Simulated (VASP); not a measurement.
A run of VASP 6.6.1 is set up as follows.

INCAR

```
PREC     = Accurate       # precision mode
ENCUT    = 520            # plane-wave cutoff, eV
EDIFF    = 1E-6           # SCF threshold, eV
ISMEAR   = -1             # smearing method
SIGMA    = 0.05           # smearing width, eV
LREAL    = False          # projectors in reciprocal space
LASPH    = True           # aspherical terms in the spheres
NELM     = 80             # most SCF steps
ALGO     = Fast           # electronic algorithm
ISIF     = 2              # what is computed and relaxed
LWAVE    = False          # write WAVECAR
LCHARG   = True           # write CHGCAR
LDIPOL   = True         
IDIPOL   = 3            
DIPOL    = 0.5 0.5 0.500
GGA      = RE             # functional
LELF     = True           # ELF
LVHAR    = True         
LVACPOTAV= True
```

KPOINTS

```
regular mesh
0
Gamma
  8 8 1
```

The input POSCAR:

```
Ba
1.0
    3.9100000000      0.0000000000      0.0000000000
   -1.9550000000      3.6500000000      0.0000000000
    0.0000000000      0.0000000000     20.7000000000
Ba
2
Direct
    0.0000000000      0.0000000000      0.3623188406
    0.0000000000      0.0000000000      0.6376811594
```

Potentials or basis: VASP PAW PBE potentials, release 64 (Ba_sv).

The run is started by

```sh
$ cat potpaw_PBE.64/Ba_sv/POTCAR > POTCAR
$ mpirun -np 1 vasp_std > vasp.out
```

(1) Estimate the work function of the upper face.

(2) What does it give for the work function of the lower face?

(3) Predict the band gap on the k mesh.

(4) Predict the largest force.

Answers

(1) 2.41 eV.

(2) 2.41 eV.

(3) none (metal or under the smearing width).

(4) 0.180 eV/Å.

Caveat: the PAW data sets were made with another functional, which shifts forces and pressure a little.
